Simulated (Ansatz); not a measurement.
# Band table of Sn

```
CELL_PARAMETERS angstrom
-2.91585 2.91585 1.57474
2.91585 -2.91585 1.57474
2.91585 2.91585 -1.57474
ATOMIC_POSITIONS crystal
Sn 0.00000 0.00000 0.00000
Sn 0.75000 0.25000 0.50000
```

Atoms are numbered in the order listed.

The cell is COD entry 1534488, as deposited and not checked against the literature; nothing was relaxed. The listed cell was then made from it by scaling, straining or moving an atom.

Spin–orbit coupling is left out, though it moves levels of the heavy atoms by tenths of an eV or more.

Method: DFT, PBE, all-electron LAPW, scalar-relativistic (Ansatz 0.2.0).

The runs use a Γ-centred 15×15×15 k mesh, Fermi–Dirac smearing of 0.05 eV, basis error target 0.5 meV/atom, no spin polarisation.

Path points, in fractions of the reciprocal vectors: Γ (0.000, 0.000, 0.000), X (0.000, 0.000, 0.500), M (-0.500, 0.500, 0.500), Z (0.323, 0.323, -0.323), Z0 (-0.323, 0.677, 0.323), P (0.250, 0.250, 0.250). Levels in eV from the Fermi level; bands 9 to 25, counted from the lowest band of the run. The gap is zero.

```
# k(1/Å) point b9 b10 b11 b12 b13 b14 b15 b16 b17 b18 b19 b20 b21 b22 b23 b24 b25
0.000 Γ -21.69 -21.61 -21.56 -21.56 -21.39 -21.39 -21.38 -21.38 -21.29 -21.18 -11.24 -3.69 -2.06 -2.06 2.91 6.21 6.21
0.152 - -21.68 -21.61 -21.56 -21.55 -21.39 -21.38 -21.38 -21.38 -21.30 -21.19 -11.15 -4.43 -1.95 -1.49 3.33 5.43 5.71
0.305 - -21.66 -21.61 -21.57 -21.53 -21.41 -21.37 -21.37 -21.37 -21.31 -21.21 -10.88 -5.67 -1.63 -0.70 4.13 4.53 4.65
0.457 - -21.62 -21.62 -21.59 -21.50 -21.43 -21.37 -21.36 -21.35 -21.33 -21.25 -10.43 -6.90 -1.10 0.00 2.82 3.52 6.28
0.609 - -21.62 -21.60 -21.57 -21.47 -21.46 -21.39 -21.35 -21.34 -21.33 -21.28 -9.80 -8.02 -0.37 0.72 1.61 2.46 6.26
0.762 X -21.61 -21.61 -21.52 -21.52 -21.42 -21.42 -21.35 -21.35 -21.31 -21.31 -8.99 -8.99 0.54 0.54 1.53 1.53 6.21
0.914 - -21.61 -21.61 -21.51 -21.51 -21.42 -21.42 -21.35 -21.35 -21.31 -21.31 -8.91 -8.91 -0.74 -0.74 2.95 2.95 6.10
1.067 - -21.62 -21.62 -21.49 -21.49 -21.42 -21.42 -21.36 -21.36 -21.33 -21.33 -8.66 -8.66 -2.23 -2.23 4.81 4.81 5.91
1.219 - -21.62 -21.62 -21.47 -21.47 -21.41 -21.41 -21.37 -21.37 -21.34 -21.34 -8.28 -8.28 -3.52 -3.52 5.44 5.44 7.00
1.371 - -21.62 -21.62 -21.44 -21.44 -21.41 -21.41 -21.37 -21.37 -21.37 -21.37 -7.85 -7.85 -4.50 -4.50 5.30 5.30 8.67
1.524 M -21.62 -21.62 -21.42 -21.42 -21.41 -21.41 -21.39 -21.39 -21.37 -21.37 -7.63 -7.63 -4.90 -4.90 5.24 5.24 9.40
1.739 - -21.62 -21.62 -21.47 -21.42 -21.41 -21.40 -21.38 -21.37 -21.35 -21.35 -8.46 -7.46 -4.72 -3.70 5.34 5.37 7.63
1.955 - -21.63 -21.61 -21.55 -21.46 -21.40 -21.39 -21.38 -21.36 -21.34 -21.30 -9.62 -6.92 -4.20 -1.41 4.56 5.75 5.87
2.170 - -21.63 -21.61 -21.59 -21.51 -21.39 -21.39 -21.38 -21.35 -21.33 -21.25 -10.52 -6.02 -3.40 1.30 1.85 5.50 6.34
2.386 - -21.67 -21.61 -21.56 -21.55 -21.39 -21.39 -21.38 -21.37 -21.30 -21.20 -11.06 -4.77 -2.52 -0.57 3.69 4.19 6.42
2.601 Γ -21.69 -21.61 -21.56 -21.56 -21.39 -21.39 -21.38 -21.38 -21.29 -21.18 -11.24 -3.69 -2.06 -2.06 2.91 6.21 6.21
2.859 - -21.68 -21.57 -21.55 -21.51 -21.41 -21.41 -21.38 -21.38 -21.30 -21.19 -10.98 -3.46 -1.81 -1.81 3.13 4.84 4.87
3.116 - -21.67 -21.54 -21.49 -21.46 -21.46 -21.41 -21.41 -21.40 -21.30 -21.20 -10.19 -2.80 -1.15 -1.15 1.68 1.69 3.79
3.374 - -21.64 -21.51 -21.50 -21.50 -21.43 -21.43 -21.42 -21.31 -21.29 -21.21 -8.90 -2.19 -1.09 -0.65 -0.65 -0.51 2.99
3.632 - -21.61 -21.51 -21.51 -21.48 -21.44 -21.44 -21.41 -21.33 -21.26 -21.22 -7.27 -3.88 -3.10 -1.52 -1.52 0.70 3.60
3.890 Z -21.59 -21.49 -21.49 -21.47 -21.46 -21.43 -21.43 -21.35 -21.30 -21.27 -6.47 -5.59 -3.14 -2.94 -2.94 3.09 5.57
4.134 - -21.60 -21.51 -21.50 -21.46 -21.46 -21.44 -21.40 -21.34 -21.27 -21.25 -6.61 -5.28 -3.63 -2.17 -1.08 1.23 4.01
4.379 - -21.61 -21.53 -21.52 -21.48 -21.45 -21.44 -21.35 -21.32 -21.27 -21.24 -6.86 -5.39 -2.84 -1.31 -1.13 1.98 2.50
4.624 - -21.61 -21.53 -21.52 -21.48 -21.45 -21.44 -21.35 -21.32 -21.27 -21.24 -6.86 -5.39 -2.84 -1.31 -1.13 1.98 2.50
4.869 - -21.60 -21.51 -21.50 -21.46 -21.46 -21.44 -21.40 -21.34 -21.27 -21.25 -6.61 -5.28 -3.63 -2.17 -1.08 1.23 4.01
5.114 Z0 -21.59 -21.49 -21.49 -21.47 -21.46 -21.43 -21.43 -21.35 -21.30 -21.27 -6.47 -5.59 -3.14 -2.94 -2.94 3.09 5.57
5.255 - -21.58 -21.51 -21.46 -21.46 -21.45 -21.42 -21.42 -21.36 -21.35 -21.30 -6.76 -6.31 -3.61 -3.61 -1.96 4.64 6.87
5.397 - -21.58 -21.55 -21.44 -21.43 -21.43 -21.40 -21.40 -21.40 -21.37 -21.34 -7.13 -6.87 -4.16 -4.16 -0.40 6.23 8.16
5.538 - -21.59 -21.59 -21.43 -21.43 -21.41 -21.41 -21.39 -21.39 -21.38 -21.37 -7.43 -7.27 -4.57 -4.57 1.38 7.45 9.10
5.679 - -21.62 -21.61 -21.43 -21.42 -21.40 -21.40 -21.39 -21.39 -21.38 -21.38 -7.60 -7.53 -4.82 -4.82 3.28 6.98 9.38
5.821 M -21.62 -21.62 -21.42 -21.42 -21.41 -21.41 -21.39 -21.39 -21.37 -21.37 -7.63 -7.63 -4.90 -4.90 5.24 5.24 9.40
6.582 X -21.61 -21.61 -21.52 -21.52 -21.42 -21.42 -21.35 -21.35 -21.31 -21.31 -8.99 -8.99 0.54 0.54 1.53 1.53 6.21
6.782 - -21.59 -21.59 -21.52 -21.52 -21.42 -21.42 -21.35 -21.35 -21.31 -21.31 -8.83 -8.83 0.63 0.63 1.67 1.67 4.64
6.981 - -21.55 -21.55 -21.53 -21.53 -21.42 -21.42 -21.36 -21.36 -21.31 -21.31 -8.37 -8.37 0.59 0.59 2.07 2.07 2.68
7.181 - -21.56 -21.56 -21.51 -21.51 -21.41 -21.41 -21.34 -21.34 -21.31 -21.31 -7.61 -7.61 -0.82 -0.82 2.46 2.46 2.75
7.380 - -21.58 -21.58 -21.51 -21.51 -21.41 -21.41 -21.32 -21.32 -21.30 -21.30 -6.63 -6.63 -2.62 -2.62 3.15 3.15 3.53
7.580 P -21.59 -21.59 -21.52 -21.52 -21.41 -21.41 -21.32 -21.32 -21.28 -21.28 -5.94 -5.94 -3.61 -3.61 3.59 3.59 4.00
```
